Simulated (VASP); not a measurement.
Wanted: the native input for a VASP 6.6.1 run.

| Quantity | Value |
| --- | --- |
| Task | band structure |
| Functional | PBEsol |
| Potentials or basis | VASP PAW PBE potentials, release 64 (Cu, O) |
| Cutoff | 520 eV |
| k mesh | 6 × 6 × 6 |
| Occupations | fermi-dirac, width 0.05 eV |
| Spin | no spin polarisation |
| Further INCAR settings | ALGO = Normal; EDIFF = 1e-07; NBANDS = 37 |

The structure of Cu2O (Cuprite) lies in POSCAR:

```
Cu2O
1.0
    4.2600000000      0.0000000000      0.0000000000
    0.0000000000      4.2600000000      0.0000000000
    0.0000000000      0.0000000000      4.2600000000
Cu O
4 2
Direct
    0.7500000000      0.2500000000      0.7500000000
    0.7500000000      0.7500000000      0.2500000000
    0.2500000000      0.7500000000      0.7500000000
    0.2500000000      0.2500000000      0.2500000000
    0.5000000000      0.5000000000      0.5000000000
    0.0000000000      0.0000000000      0.0000000000
```

One way to write it, as run:

INCAR

```
SYSTEM = Cu2O
PREC     = Accurate       ! precision mode
ENCUT    = 520            ! plane-wave cutoff, eV
EDIFF    = 1E-7           ! SCF threshold, eV
ISMEAR   = -1             ! smearing method
SIGMA    = 0.05           ! smearing width, eV
LREAL    = .False.        ! projectors in reciprocal space
LASPH    = .True.         ! aspherical terms in the spheres
NELM     = 60             ! most SCF steps
ALGO     = Normal         ! electronic algorithm
ISIF     = 2              ! what is computed and relaxed
LWAVE    = .False.        ! write WAVECAR
LCHARG   = .False.        ! write CHGCAR
LMAXMIX  = 4              ! l up to which the mixer works
GGA      = PS             ! functional
NBANDS   = 37             ! bands
```

KPOINTS

```
Automatic mesh
0
Gamma
  6 6 6
  0 0 0
```

KPOINTS_OPT

```
path GXMGRX,MR
10
line-mode
reciprocal
 0.0000000000  0.0000000000  0.0000000000  G
 0.0000000000  0.5000000000  0.0000000000  X

 0.0000000000  0.5000000000  0.0000000000  X
 0.5000000000  0.5000000000  0.0000000000  M

 0.5000000000  0.5000000000  0.0000000000  M
 0.0000000000  0.0000000000  0.0000000000  G

 0.0000000000  0.0000000000  0.0000000000  G
 0.5000000000  0.5000000000  0.5000000000  R

 0.5000000000  0.5000000000  0.5000000000  R
 0.0000000000  0.5000000000  0.0000000000  X

 0.5000000000  0.5000000000  0.0000000000  M
 0.5000000000  0.5000000000  0.5000000000  R
```

Potentials or basis: VASP PAW PBE potentials, release 64 (Cu, O).

The run is started by

```console
$ cat potpaw_PBE.64/Cu/POTCAR potpaw_PBE.64/O/POTCAR > POTCAR
$ mpirun -np 1 vasp_std > vasp.out
```

It gave:

| Property | Result |
| --- | --- |
| Pressure | -2.5 GPa |
| Band gap on the k mesh | 0.50 eV, direct |
| Band gap along the path | 0.50 eV, direct |

Caveat: the PAW data sets were made with another functional, which shifts forces and pressure a little.

Run time: 100 s on 1 thread of Intel(R) Xeon(R) Platinum 8559C (Emerald Rapids), on a shared host, peak memory 0.2 GiB.
